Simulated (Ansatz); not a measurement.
Crystal: Cr.

```
Cr
1.0
     2.71400    0.00000    0.00000
    -1.35700    2.35039    0.00000
     0.00000    0.00000    4.41000
Cr
2
Direct
  0.66667 0.33333 0.75000
  0.33333 0.66667 0.25000
```

This isn't the form of Cr at room conditions, which is bcc.

Base run:

- Program: Ansatz 0.2.0
- Functional: PBEsol
- Potentials or basis: Ansatz PAW
- Cutoff: 420 eV (not typed: the program's choice for these potentials)
- k mesh: 11 × 11 × 6
- Occupations: fermi-dirac, width 0.05 eV
- Spin: collinear spin, ferromagnetic start
- Starting moments: [3.0, 3.0] μB

Its results: band gap on the k mesh none (metal or under the smearing width); pressure -32.1 GPa; net moment 1.64 μB per cell; site moments Cr +0.75 μB.

Q: The run is repeated on the same cell with these changes: functional from PBEsol to LDA. What comes out?

A: Band gap on the k mesh none (metal or under the smearing width); pressure -38.3 GPa; net moment 1.11 μB per cell; site moments Cr +0.50 μB.

LDA binds more tightly than PBEsol, so the same cell stands under less pressure.

Caveats: a pressure of tens of GPa on the cell as given is suspect, and the run, the potentials or the cell itself is likely at fault; the PAW data sets come from PBE, with cores solved anew for the run's functional, which leaves a small shift of forces and pressure.
